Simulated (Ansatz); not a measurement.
Crystal: TiO2.

```
Ti O
1.0
     2.96826    0.00000    0.00000
     0.00021    4.70761    0.00000
     1.48357    0.24235    7.08346
Ti O
3 6
Direct
  0.00337 0.00039 0.00070
  0.34464 0.48026 0.31696
  0.66171 0.52047 0.68450
  0.44004 0.18544 0.12854
  0.77793 0.29773 0.45188
  0.10124 0.30895 0.80624
  0.90650 0.69184 0.19517
  0.22941 0.70301 0.54951
  0.56803 0.81530 0.87283
```

The cell comes from a database or a generator and needn't be the stable form of this composition.

* Program: Ansatz 0.2.0
* Task: relaxation of cell and atoms
* Functional: PBEsol
* Dispersion: D3(BJ)
* Potentials or basis: Ansatz PAW
* Cutoff: 420 eV (not typed: the program's choice for these potentials)
* k mesh: 9 × 6 × 4
* Occupations: fermi-dirac, width 0.05 eV
* Spin: no spin polarisation

At the start: volume 11.00 Å³/atom.

**Question.** Where does the relaxation end?

**Answer.** It ends after 11 steps and the volume is 10.66 Å³/atom (-3.1 %); space group C2/m (No. 12, to 0.05 Å).

The path:
| step | energy change (eV) | largest force (eV/Å) | volume (Å³) |
| --- | --- | --- | --- |
| 1 | 0.0000 | 0.1896 | 98.98 |
| 2 | -0.0582 | 0.1788 | 96.66 |
| 3 | -0.0652 | 0.0389 | 96.08 |
| 4 | -0.0652 | 0.0264 | 96.10 |
| 5 | -0.0653 | 0.0280 | 96.13 |
| 6 | -0.0658 | 0.0094 | 96.11 |
| 7 | -0.0659 | 0.0090 | 96.10 |
| 8 | -0.0543 | 0.0091 | 96.10 |
| 9 | -0.0556 | 0.0168 | 95.86 |
| 10 | -0.0554 | 0.0043 | 95.93 |
| 11 | -0.0546 | 0.0043 | 95.93 |

Final structure:
```yaml
crystal:
  lattice:
    - [2.93748, -0.00008, 0.00012]
    - [0.00008, 4.62933, -0.02796]
    - [1.46846, 0.19621, 7.05317]
  atoms:
    - { symbol: Ti, position: [0.00369, 0.00038, 0.00070] }
    - { symbol: Ti, position: [0.34472, 0.48735, 0.31863] }
    - { symbol: Ti, position: [0.66260, 0.51340, 0.68277] }
    - { symbol: O, position: [0.44119, 0.19333, 0.12559] }
    - { symbol: O, position: [0.77940, 0.29434, 0.44920] }
    - { symbol: O, position: [0.10332, 0.29989, 0.80134] }
    - { symbol: O, position: [0.90396, 0.70087, 0.20007] }
    - { symbol: O, position: [0.22789, 0.70641, 0.55221] }
    - { symbol: O, position: [0.56608, 0.80743, 0.87582] }
```

Caveat: the plane-wave basis is chosen anew once the cell has moved, so the energies of steps on either side of that aren't comparable; the pressure holds a Pulay correction of +0.8 GPa for the finite cutoff; the PAW data sets come from PBE, with cores solved anew for the run's functional, which leaves a small shift of forces and pressure.
